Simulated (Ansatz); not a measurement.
Runs of Ansatz 0.2.0 on MgS (Niningerite). The structure is cubic, space group Fm-3m (No. 225). The conventional cell has a = 5.203 Å, b = 5.203 Å, c = 5.203 Å, α = 90.00°, β = 90.00°, γ = 90.00°. S (site symmetry m-3m) has 6 Mg at 2.60 Å as nearest neighbours. Around Mg (site symmetry m-3m) lie 6 S at 2.60 Å. 

```tsv
task	potentials or basis	cell	cutoff (eV)	basis error allowed	gap on the mesh (eV)	pressure (GPa)
relaxation of cell and atoms	all-electron LAPW, scalar-relativistic	relaxed to 10 GPa	-	0.001 eV/atom	(a)	10.0
band structure	all-electron LAPW, scalar-relativistic	strain_z = 0	184	0.001 eV/atom	2.83	-1.0
band structure	all-electron LAPW, scalar-relativistic	as given	184	0.001 eV/atom	2.83	-1.0
relaxation of cell and atoms	all-electron LAPW, scalar-relativistic	relaxed to 30 GPa	-	0.001 eV/atom	3.30	30.0
relaxation of cell and atoms	all-electron LAPW, scalar-relativistic	relaxed to 20 GPa	-	0.001 eV/atom	3.20	20.0
band structure	all-electron LAPW, non-relativistic	as given	184	0.001 eV/atom	2.87	(b)
relaxation of cell and atoms	all-electron LAPW, scalar-relativistic	relaxed to 5 GPa	-	0.001 eV/atom	2.97	5.0
band structure	all-electron PAW datasets made for the crystal	as given	200	-	2.83	-1.0
```

Alike in all rows: level PBEsol; no spin polarisation; k mesh 9 × 9 × 9; smearing fermi-dirac 0.05 eV.

**Question.** Estimate the missing entries.

**Answer.** (a) 3.06; (b) -0.9.

Caveats: an odd mesh through Γ misses points on the zone boundary, where band edges often lie (some runs); the mesh misses the band edges, which the band path finds closer together (some runs).

The runs don't all hold the same shells in valence.
